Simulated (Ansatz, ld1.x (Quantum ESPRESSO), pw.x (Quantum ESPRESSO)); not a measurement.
**Equation-of-state test of one TM potential (iridium (Ir))**

Ir, norm-conserving Troullier–Martins (Kleinman–Bylander form), made with ld1.x (Quantum ESPRESSO) 7.5 (PBE, scalar-relativistic). Core [Xe] 4f14, reference 5d7 6s1.5 6p0 (charge +0.5). Waves: 6p (bound, empty): rc 3.35 bohr; 5d (bound): rc 2.05 bohr; 6s (bound): rc 2.05 bohr. Local part: the s channel. Core correction: Bessel-smoothed model core, default radius (core density twice the valence density).

Atomic tests: cutoffs needed: 40 Ry and 50 Ry (the cutoffs (Ry, on a coarse ladder) from which the occupation-weighted sum of valence levels, in a spherical-Bessel basis at the reference potential, stays within 10 and 1 mRy of its value at 400 Ry); ghost test: no extra level below or beside the all-electron valence levels (p, d, s, f tested) (spherical-Bessel basis up to 400 Ry, 20 bohr box); largest excitation error: -625 meV (all-electron minus pseudo) for 5d5 6s0 6p0, out of 7 test configurations.

Crystal test: bcc Ir in pw.x 7.5, no spin, 15³ k-points, Fermi–Dirac smearing 0.01 Ry, cutoffs 60/240 Ry. The reference is all-electron LAPW (Ansatz 0.2.0) with the same functional, mesh and smearing; V0 and B0 come from Birch–Murnaghan fits to the pressures at five volumes. Errors are pseudo minus all-electron; Δ is the rms difference of the E(V) curves that follow from these fits, minima aligned, over ±6 % about the mean V0. Mesh and smearing are coarse, so the numbers serve the comparison and aren't converged zero-temperature values; the lattice is a test structure that the element need not adopt.

```csv
V (Å³/atom),P all-electron (GPa),P pseudo (GPa)
14.401,15.87,27.46
14.780,6.56,16.85
15.159,-1.43,7.71
15.538,-8.29,-0.14
15.917,-14.17,-6.89
```

All-electron: a0 = 3.113 Å (V0 = 15.09 Å³/atom), B0 = 303.1 GPa.

Pseudopotential: mean pressure error (GPa): +9.29; a0 (Å): 3.143; a0 error (%): +0.97; B0 error (%): -1.3; Δ (meV/atom): 29.5. The largest radius (3.35 bohr) exceeds half the bond length (2.55 bohr), so the spheres overlap, which is one possible source of error among others. This is a poor potential for the solid.

At the middle volume, how do free energy and pressure move when the wave cutoff is lowered (ecutrho kept at four times it)?

```tsv
cutoff (Ry)	shift of F (meV/atom)	shift of P (GPa)
27	+2303.4	-113.83
36	+144.9	-12.74
48	+5.8	+0.26
```

The run at the middle volume (120 k-points, 8 iterations) took about 8.1 s on one core of a shared host (Neoverse-V2, 96 threads, 742 GiB, load 91).
